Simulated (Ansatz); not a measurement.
# N: strain and displacement

```
CELL_PARAMETERS angstrom
2.51947 0.00000 0.00000
-1.25974 2.18193 0.00000
0.00000 0.00000 2.44600
ATOMIC_POSITIONS crystal
N 0.66667 0.33333 0.25000
N 0.33333 0.66667 0.75000
```

Atom numbers follow the list: N1, N2.

The cell is the one relaxed in the Materials Project (mp-1061298), not relaxed further here; entries there can be hypothetical.

The calculation used Ansatz 0.2.0, DFT, r2SCAN, all-electron PAW with datasets made for the crystal, scalar-relativistic.

Sampling and basis: a Γ-centred 16×16×15 k mesh, Fermi–Dirac smearing of 0.05 eV, cutoff 460 eV (chosen by the program for this cell), no spin polarisation.

The unchanged cell is at 6.47 GPa.

In a metal, stresses and small energies carry noise from the k mesh.

x, y and z are the Cartesian axes of the cell as listed; fractional coordinates follow a strain, and an engineering shear is twice the off-diagonal strain component.

(1) With this change (z strained by -2 % at fixed volume), what becomes of the energy and stress?

(2) With this change (xy engineering shear strain of -2 %), what becomes of the energy and stress and forces?

(3) With this change (atom 2 (N) moved by (0.0566, 0.0566, 0.0000) Å), what becomes of the energy and stress and forces?

(4) What force constant does this one finite step give for N2 along its displacement (all its periodic images move with it)?

Results:

(1) Energy change under 1 meV/atom; stress change (xx, yy, zz, yz, xz, xy) -6.50, -6.50, 19.05, 0.00, 0.00, 0.00 GPa, compression positive.

(2) Energy change under 1 meV/atom; stress change (xx, yy, zz, yz, xz, xy) 0.21, 0.15, -0.21, 0.00, 0.00, 0.59 GPa, compression positive; change of the force on N2 (-0.225, 0.000, 0.000) eV/Å.

(3) Energy change -6 meV/atom; stress change (xx, yy, zz, yz, xz, xy) 8.04, -7.39, -1.06, 0.00, 0.00, 7.13 GPa, compression positive; change of the force on N2 (0.050, 0.292, 0.000) eV/Å.

(4) k = −ΔF·u/|u|² = -3.02 eV/Å², so the force pushes the atom further, a sign of instability along this zone-centre pattern.
